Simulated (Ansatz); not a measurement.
C: do energies and stresses tell the same story?

Theory: Ansatz 0.2.0, DFT PBE, scalar-relativistic, plane waves, PAW.

Settings: cutoff 420 eV, Γ-centred mesh 12×12×12 on the computed 14-atom cell, Gaussian smearing of 0.02 eV; no spin polarisation.

Relaxed cell: R-3m, a = 2.521 Å, b = 2.521 Å, c = 43.473 Å, α = 90.00°, β = 90.00°, γ = 120.00°, 14 atoms in the primitive cell.

Energies at zero smearing and pressures from the stress tensor, at volumes with shape and atoms relaxed:
```csv
V (Å³/atom),E − E(first) (meV/atom),P (GPa)
5.014,0.00,69.97
5.185,-62.96,48.58
5.356,-104.68,30.04
5.527,-127.95,13.96
5.698,-135.22,0.00
5.869,-128.60,-12.12
6.040,-109.94,-22.64
6.268,-69.01,-34.54
```

Check P = −dE/dV between neighbouring volumes, and get the bulk modulus from the pressures alone.

With 1 eV/Å³ = 160.2 GPa:
| middle V (Å³/atom) | −ΔE/ΔV (GPa) | mean P (GPa) |
| --- | --- | --- |
| 5.100 | 59.017 | 59.276 |
| 5.271 | 39.099 | 39.308 |
| 5.441 | 21.810 | 21.999 |
| 5.612 | 6.818 | 6.980 |
| 5.783 | -6.205 | -6.060 |
| 5.954 | -17.491 | -17.381 |
| 6.154 | -28.777 | -28.588 |

The two differ by 0.26 GPa at most. The mean of two end pressures misses the average over a step by about ΔV² P″/12, up to 0.25 GPa here; with that taken off 0.01 GPa remains. Around V = 5.698 Å³/atom, the two neighbours give B = −V ΔP/ΔV = 5.698 × 26.08 / 0.342 = 434.7 GPa, against B0 = 432.8 GPa from the Birch–Murnaghan fit of the energies.

Cost: 9 runs of about 49 core-minutes in all, on Intel Xeon Processor @ 2.50GHz (Skylake/Cascade Lake) (shared hosts).